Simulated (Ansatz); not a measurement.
**Fe2Ge under changes of volume**

One of the cells (13.144 Å³/atom); the others are scaled copies at fixed shape and fractional positions:

```
CELL_PARAMETERS angstrom
4.16363 0.00000 0.00000
-2.08182 3.60581 0.00000
0.00000 0.00000 2.62647
ATOMIC_POSITIONS crystal
Ge 0.00000 0.00000 0.00000
Fe 0.33333 0.66667 0.50000
Fe 0.66667 0.33333 0.50000
```

The cell comes from a database or a generator and needn't be the stable form of this composition.

| Quantity | Value |
| --- | --- |
| Program | Ansatz 0.2.0 |
| Functional | PBEsol |
| Potentials or basis | all-electron LAPW, scalar-relativistic |
| Cutoff | 331 eV (chosen from the basis error) |
| Basis error allowed | 0.001 eV/atom |
| k mesh | 7 × 7 × 10 |
| Occupations | fermi-dirac, width 0.05 eV |
| Spin | collinear spin, ferromagnetic start |
| Starting moments | [0.0, 3.0, 3.0] μB |

| volume (Å³/atom) | energy over the lowest point (meV/atom) | pressure (GPa) | moment (μB per cell) |
| --- | --- | --- | --- |
| 12.355 | 0.00 | -0.7 | 4.52 |
| 12.618 | 2.73 | -2.7 | 4.76 |
| 12.881 | 8.34 | -4.8 | 4.93 |
| 13.144 | ? | ? | ? |
| 13.407 | 30.57 | -9.0 | 5.15 |
| 13.670 | 46.65 | -10.9 | 5.23 |
| 13.933 | 65.70 | -12.6 | 5.28 |

Task: What does the run at 13.144 Å³/atom give?

Result: Energy over the lowest point 17.70 meV/atom; pressure -7.0 GPa; moment 5.05 μB per cell.

Worked out: A Birch-Murnaghan fit of order 3 (a polynomial in V^(-2/3)) to the other rows has its minimum at 12.30 Å³/atom, just outside them, with B0 = V·E''(V) = 99 GPa (rough, since the energies scatter) at fixed shape and positions, which overstates the stiffness. It gives 17.86 meV/atom at 13.144 Å³/atom, against the run's 17.70, and -dE/dV = -6.7 GPa, against -7.0. A parabola through the other rows of the moment, of slope 0.467 μB per Å³/atom there, gives 5.06 μB, against the run's 5.05.

Energies are extrapolated to zero smearing.
